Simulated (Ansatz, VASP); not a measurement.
One calculation of GaP, two programs

```
Ga P
1.0
     0.00000    2.68842    2.68842
     2.68842    0.00000    2.68842
     2.68842    2.68842    0.00000
Ga P
1 1
Direct
  0.00000 0.00000 0.00000
  0.75000 0.75000 0.75000
```

Change from the starting cell: volume scaled by 0.96.

Alike in both runs: task single point; functional LDA; k mesh 8 × 8 × 8; occupations fermi-dirac, width 0.05 eV; no spin polarisation.

|  | VASP | Ansatz |
| --- | --- | --- |
| version | VASP 6.6.1 | Ansatz 0.2.0 |
| potentials or method | VASP PAW LDA potentials, release 64 (Ga_d, P), cutoff 520 eV | all-electron LAPW, scalar-relativistic |

```csv
,VASP,Ansatz,Ansatz less VASP
gap on the k mesh at the Fermi level (eV),1.41,1.41,+0.002
least direct gap on the mesh (eV),1.98,1.95,-0.032
pressure (GPa),0.8,0.8,-0.07
```

Ansatz ran all-electron here, so the differences hold the error of VASP's frozen core and of both bases.

A k mesh can miss the band edges.
